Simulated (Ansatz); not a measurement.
# Au: the cost of one run

Computed with Ansatz 0.2.0 (DFT PBE, scalar-relativistic, unless a step's input says otherwise).

### Step 1. Starting point

It takes space group P6_3/mmc (No. 194, hexagonal). The conventional cell has a = 2.900 Å, b = 2.900 Å, c = 4.880 Å, α = 90.00°, β = 90.00°, γ = 120.00°. Au (site symmetry -6m2) is surrounded by 12 Au at 2.90 to 2.96 Å.

Structure file:

```
CELL_PARAMETERS angstrom
2.90000 0.00000 0.00000
-1.45000 2.51147 0.00000
0.00000 0.00000 4.88000
ATOMIC_POSITIONS crystal
Au 0.33333 0.66667 0.75000
Au 0.66667 0.33333 0.25000
```

The structure is an experimental refinement, used without relaxation.

Atoms are numbered in the order of the input: Au1, Au2.

### Step 2. Volume × 0.94, LAPW

File input.yaml:

```yaml
crystal:
  lattice:
    - [2.8407981581, 0.0, 0.0]
    - [-1.4203990791, 2.460203372, 0.0]
    - [0.0, 0.0, 4.7803802105]
  atoms:
    - { symbol: Au, position: [0.3333333333, 0.6666666667, 0.75] }
    - { symbol: Au, position: [0.6666666667, 0.3333333333, 0.25] }
kpoints:
  mp_grid: { grid: [14, 14, 8] }
  band_path:
    path:
      - [0.0, 0.0, 0.0]
      - [0.5, 0.0, 0.0]
      - [0.3333333333, 0.3333333333, 0.0]
      - [0.0, 0.0, 0.0]
      - [0.0, 0.0, 0.5]
      - [0.5, 0.0, 0.5]
      - [0.3333333333, 0.3333333333, 0.5]
      - [0.0, 0.0, 0.5]
      - [0.5, 0.0, 0.5]
    npoints: 5
scf:
  occupations: { method: fermi_dirac, width: 0.03 }
hamiltonian:
  xc: pbe
  pseudopotentials: { kind: all_electron, lapw: { basis_error: 0.0005 } }
output:
  forces: true
  stress: true
  eigenvalues: true
```

The run is started by

```
$ ansatz run input.yaml --threads 1 --pin off --max-ram 3072MiB --backend cpu --events-out ev --progress --plain --runs-dir out
```

What time and memory should one allow on 1 thread of Arm Neoverse V2, shared host?

About 61 s, with a peak of 0.64 GiB.
